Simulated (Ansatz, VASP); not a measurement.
## One calculation of Te2Pt, two programs

```
Pt Te
1.0
     4.03818    0.00000    0.00000
    -2.01909    3.49716    0.00000
     0.00000    0.00000    5.31096
Pt Te
1 2
Direct
  0.00000 0.00000 0.00000
  0.33333 0.66667 0.25685
  0.66667 0.33333 0.74315
```

Alike in both runs: task single point; functional PBEsol; k mesh 6 × 6 × 4; occupations gaussian, width 0.5 eV; no spin polarisation.

```csv
,VASP,Ansatz
version,VASP 6.6.1,Ansatz 0.2.0
potentials or method,"VASP PAW PBE potentials, release 64 (Pt, Te)",plane waves
plane-wave cutoff (eV),520,420
valence electrons in the cell,22,50
```

Ansatz gave:

| Quantity | Value |
| --- | --- |
| pressure (GPa) | -1.2 |
| largest component of the traceless stress (GPa) | 0.47 |
| rms of the force components (eV/Å) | 0.006 |

Problem. What did VASP give for the same quantities?

Solution. Pressure (GPa): -1.2; largest component of the traceless stress (GPa): 0.45; rms of the force components (eV/Å): 0.005.

Atom by atom the forces differ by 0.001 eV/Å (rms over components). The two sets of potentials don't hold the same shells in valence.

Caveats: the PAW data sets were made with another functional, which shifts forces and pressure a little (VASP). The runs have no spin-orbit coupling, so splittings on Pt, Te are missing.
